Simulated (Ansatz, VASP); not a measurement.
## Pb in VASP and in Ansatz

File INCAR:

```
PREC = Accurate
ENCUT = 600
EDIFF = 1E-6
ISMEAR = 0
SIGMA = 0.1
LREAL = F
LASPH = T
NELM = 100
ALGO = Normal
ISIF = 3
LWAVE = F
LCHARG = F
GGA = PS
IBRION = 2
NSW = 90
EDIFFG = -0.04
```

File KPOINTS:

```
Automatic mesh
0
Gamma
  4 4 4
```

File POSCAR:

```
Pb
1.0
    2.6813915012     -4.5444613361      0.0000000000
    2.6813915012      4.5444613361      0.0000000000
    0.0000000000      0.0000000000      5.3699164181
Pb
4
Direct
    0.1525000000      0.8475000000      0.0785000000
    0.6525000000      0.3475000000      0.4215000000
    0.8475000000      0.1525000000      0.9215000000
    0.3475000000      0.6525000000      0.5785000000
```

Input for Ansatz:

```yaml
crystal:
  lattice:
    - [2.6813915012, -4.5444613361, 0.0]
    - [2.6813915012, 4.5444613361, 0.0]
    - [0.0, 0.0, 5.3699164181]
  atoms:
    - { symbol: Pb, position: [0.1525, 0.8475, 0.0785] }
    - { symbol: Pb, position: [0.6525, 0.3475, 0.4215] }
    - { symbol: Pb, position: [0.8475, 0.1525, 0.9215] }
    - { symbol: Pb, position: [0.3475, 0.6525, 0.5785] }
basis:
  ecutwfc: 420
kpoints:
  mp_grid: { grid: [4, 4, 4] }
hamiltonian:
  xc: pbesol
scf:
  occupations: { method: gaussian, width: 0.1 }
  lower_state_search: "off"
output:
  forces: true
  stress: true
  eigenvalues: true
relax:
  adjacent_minimum: "off"
  f_tol: 0.04
  max_steps: 70
  cell: { stress_tol: 0.4 }
```

Alike in both runs: task relaxation of cell and atoms; functional PBEsol; k mesh 4 × 4 × 4; occupations gaussian, width 0.1 eV; no spin polarisation.

```csv
,VASP,Ansatz
version,VASP 6.6.1,Ansatz 0.2.0
potentials or method,"VASP PAW PBE potentials, release 64 (Pb_d)","scalar-relativistic, plane waves, PAW"
plane-wave cutoff (eV),600,420
valence electrons in the cell,56,56
```

```csv
,VASP,Ansatz,Ansatz less VASP
"gap on the k mesh at the Fermi level, each at its own relaxed structure (eV)",none,none,-
relaxed volume (Å³/atom),35.28,35.27,-0.016
relaxed cell length with the largest relative difference (Å),5.533,5.475,-0.0586
energy change over the relaxation (meV/atom),-52,-53,-1.0
```

A gap of «none» marks a metal or a gap that the smearing closes.

Caveats: the PAW data sets were made with another functional, which shifts forces and pressure a little (VASP). Spin-orbit coupling is left out, which matters for the levels of Pb.
